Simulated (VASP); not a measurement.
Wanted: the native input for a VASP 6.6.1 run.

```
Task                   : single point
Functional             : PBE
Potentials or basis    : VASP PAW PBE potentials, release 64 (Sb, Se)
Cutoff                 : 520 eV
k mesh                 : 6 × 6 × 6
Occupations            : gaussian, width 0.1 eV
Spin                   : no spin polarisation
Dipole correction      : no
Further INCAR settings : ALGO = Fast; EDIFF = 1e-07; NBANDS = 12
```

The structure of SbSe lies in POSCAR:

```
SbSe
1.0
    0.0000000000      2.4966129032      2.4966129032
    2.4966129032      0.0000000000      2.4966129032
    2.4966129032      2.4966129032      0.0000000000
Sb Se
1 1
Direct
    0.0000000000      0.0000000000      0.0000000000
    0.5000000000      0.5000000000      0.5000000000
```

The cell comes from a database or a generator and needn't be the stable form of this composition.

These files were run (other wordings do the same):

INCAR

```
SYSTEM = SbSe
  PREC = Accurate
  ENCUT = 520
  EDIFF = 1E-7
  ISMEAR = 0
  SIGMA = 0.1
  LREAL = .FALSE.
  LASPH = .TRUE.
  NELM = 100
  ALGO = Fast
  ISIF = 2
  LWAVE = .FALSE.
  LCHARG = .FALSE.
  GGA = PE
  NBANDS = 12
```

KPOINTS

```
regular mesh
0
G
  6 6 6
  0 0 0
```

Potentials or basis: VASP PAW PBE potentials, release 64 (Sb, Se).

The run is started by

```bash
$ cat potpaw_PBE.64/Sb/POTCAR potpaw_PBE.64/Se/POTCAR > POTCAR
$ mpirun -np 1 vasp_std > vasp.out
```

It gave:

The pressure is 104.9 GPa. The band gap on the k mesh is none (metal or under the smearing width).

Caveat: the k mesh is coarse (spacing up to 0.36 Å⁻¹), so the values aren't converged; a pressure of tens of GPa on the cell as given is suspect, and the run, the potentials or the cell itself is likely at fault.

Wall time 4.7 s on 1 thread of Intel(R) Xeon(R) 6975P-C (Granite Rapids) (shared host), peak memory 0.15 GiB.
